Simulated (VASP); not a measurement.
# Zn: kinetic-energy density

Zn, P6_3/mmc (no. 194), 2 atoms in the cell. PBE; PAW potentials Zn (PBE set).

## Input

INCAR:
```
SYSTEM = Zn
ALGO = Normal
EDIFF = 1E-7
ENCUT = 520
ISIF = 2
ISMEAR = 1
LASPH = .TRUE.
LCHARG = .TRUE.
LREAL = .FALSE.
LTAU = .TRUE.
LWAVE = .FALSE.
NELM = 100
PREC = Accurate
SIGMA = 0.1
```

KPOINTS:
```
k-points
0
Gamma
  10 10 5
```

POSCAR:
```
Zn
1.0
    2.6700000000      0.0000000000      0.0000000000
   -1.3350000000      2.3122878281      0.0000000000
    0.0000000000      0.0000000000      4.9660000000
Zn
2
Direct
    0.6666666667      0.3333333333      0.7500000000
    0.3333333333      0.6666666667      0.2500000000
```

Commands:
```
cat potpaw_PBE.64/Zn/POTCAR > POTCAR
mpirun -np 1 vasp_std > vasp.out
```

## Result

- Kinetic energy of the pseudo orbitals (eV): 212.00

VASP 6.6.1 took 11 s on 1 core (AMD EPYC 9R45 (Zen 5)), a shared host.
